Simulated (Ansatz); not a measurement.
Start from Ti3SiC2 (space group P6_3/mmc, No. 194; a = 3.073 Å, c = 17.723 Å). Axes: x lies along a and z along c of the hexagonal cell.

Level of theory: DFT with PBE, PAW potentials and a 420 eV plane-wave cutoff in Ansatz (an electronic-structure program), no spin-orbit coupling.

Strains are applied to the cell and any free atomic positions relax.

One change was made to it. Results:

| quantity | base | after |
|---|---|---|
| energy relative to the base (free energy F) | 0 meV/atom | +28 meV/atom |
| band gap | zero | zero |
| largest internal atomic displacement | – | 0.043 Å |

Task: What was done to the base?
A. strain tensor (xx, yy, zz, yz, xz, xy) = (−0.56, −2.02, −0.30, −0.53, +0.58, −0.40) %
B. uniaxial strain ε_xx = −4.34 %
C. isotropic strain −1.17 %
D. uniaxial strain ε_xx = +4.21 %

Result: B, uniaxial strain ε_xx = −4.34 %. For comparison, the energy relative to the base in the other runs: strain tensor (xx, yy, zz, yz, xz, xy) = (−0.56, −2.02, −0.30, −0.53, +0.58, −0.40) % gives +9.7 meV/atom; uniaxial strain ε_xx = +4.21 % gives +22 meV/atom; isotropic strain −1.17 % gives +8.9 meV/atom.

Without a gap, meshes like the base's 14×14×3 leave anisotropic stresses uncertain by several tenths of a GPa, and small strain energies with them. Stability against distortions was not tested. The final runs are not spin-polarised.
